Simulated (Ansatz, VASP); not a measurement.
**C in VASP and in Ansatz**

```
CELL_PARAMETERS angstrom
0.00000 1.70735 1.70735
1.70735 0.00000 1.70735
1.70735 1.70735 0.00000
ATOMIC_POSITIONS crystal
C 0.50000 0.50000 0.50000
C 0.75000 0.75000 0.75000
```

Alike in both runs: task single point; functional LDA; k mesh 12 × 12 × 12; occupations gaussian, width 0.05 eV; no spin polarisation.

|  | VASP | Ansatz |
| --- | --- | --- |
| version | VASP 6.6.1 | Ansatz 0.2.0 |
| potentials or method | VASP PAW LDA potentials, release 64 (C) | scalar-relativistic, plane waves, PAW |
| plane-wave cutoff (eV) | 520 | 520 |
| valence electrons in the cell | 8 | 8 |

|  | VASP | Ansatz | Ansatz less VASP |
| --- | --- | --- | --- |
| gap on the k mesh at the Fermi level (eV) | 4.46 | 4.47 | +0.009 |
| least direct gap on the mesh (eV) | 5.91 | 5.91 | -0.003 |

Ansatz warned: «pseudo_functional_mismatch».
